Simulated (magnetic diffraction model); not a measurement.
# CaCuSO: what an assumed order does to the neutron pattern

Space group P2_12_12 (no. 18), a = 5.9300 Å, b = 12.3170 Å, c = 3.4640 Å.

```
site  atom       x       y       z
  4c    Cu  0.5166  0.1248  0.0090
  4c    Ca  0.5253  0.3617  0.4984
  4c     S  0.7378  0.7406  0.0013
  4c     O  0.2511  0.5097  0.9768
```

This is a made-up structure (elements placed in a structure type, unrelaxed), so the numbers test the method and describe no known phase.

Only Cu is taken to order (form factors of Cu2+); orders and moment sizes are assumed, and not adapted to the symmetry. Radiation: neutrons of λ = 1.8 Å, 8° to 40°; isotropic B of 0.68 Å² (Cu), 0.56 Å² (Ca), 0.85 Å² (S) and 0.85 Å² (O). Simulated constant-wavelength pattern: nuclear and magnetic terms add, the magnetic one as |2.695 fm × Σ f S⊥ exp(2πi Q·r) exp(−B s²)|², summed over all Q at one angle with the factor 1/(sin²θ cos θ). For collinear order S is the moment m, which repeats by lattice and centring translations R with the sign exp(−2πi k·R). Free-ion form factors, Sears's scattering lengths of 1992, no absorption; a label names one of the reflections at its angle. The strongest nuclear line in the range is 100, and lines under 0.2 are left out.

Assume the order k = (1/2 1/2 0), collinear moments along [101], 0.93 μB on Cu; signs + at (0.5166, 0.1248, 0.0090), + at (0.9834, 0.6248, 0.9910), + at (0.0166, 0.3752, 0.9910), + at (0.4834, 0.8752, 0.0090).

Q: Where does magnetic intensity appear, and how strong is it?

```tsv
2θ (°)	index	nuclear	magnetic
9.66	(1/2 1/2 0)	0.0	1.7
15.32	(1/2 3/2 0)	0.0	7.1
16.81	(0 2 0)	7.4	0.0
19.39	(1 1 0)	13.6	0.0
22.82	(1/2 -5/2 0)	0.0	3.5
29.27	(3/2 -3/2 0)	0.0	0.8
30.12	(0 0 1)	67.2	0.0
30.93	(1 3 0)	1.9	0.0
30.94	(1/2 7/2 0)	0.0	0.3
31.32	(0 1 1)	1.2	0.0
31.70	(1/2 1/2 -1)	0.0	0.4
33.94	(3/2 5/2 0)	0.0	0.8
33.96	(1/2 3/2 1)	0.0	2.2
33.99	(0 4 0)	5.8	0.0
34.69	(0 2 1)	10.3	0.0
35.34	(2 0 0)	4.4	0.0
36.08	(1 1 1)	100.0	0.0
36.38	(2 1 0)	2.3	0.0
38.12	(1/2 -5/2 1)	0.0	1.7
38.46	(1 4 0)	2.0	0.0
39.09	(1 2 1)	1.7	0.0
39.38	(2 2 0)	8.1	0.0
```

The strongest magnetic line in the range is (1/2 3/2 0) at 15.32° (7.1). On top of the Lorentz factor, which all lines share, magnetic lines fade with angle because f falls: for Cu2+ it is 0.93, 0.75, 0.55 and 0.23 at sin θ/λ = 0.1, 0.2, 0.3 and 0.5 Å⁻¹, while nuclear lengths stay constant. The order has no net moment.

[Logs are printed without paths, hosts, clocks, repeated set-up lines and the standing remarks that a program may print on its own settings, such as how far it seeks lower states.]
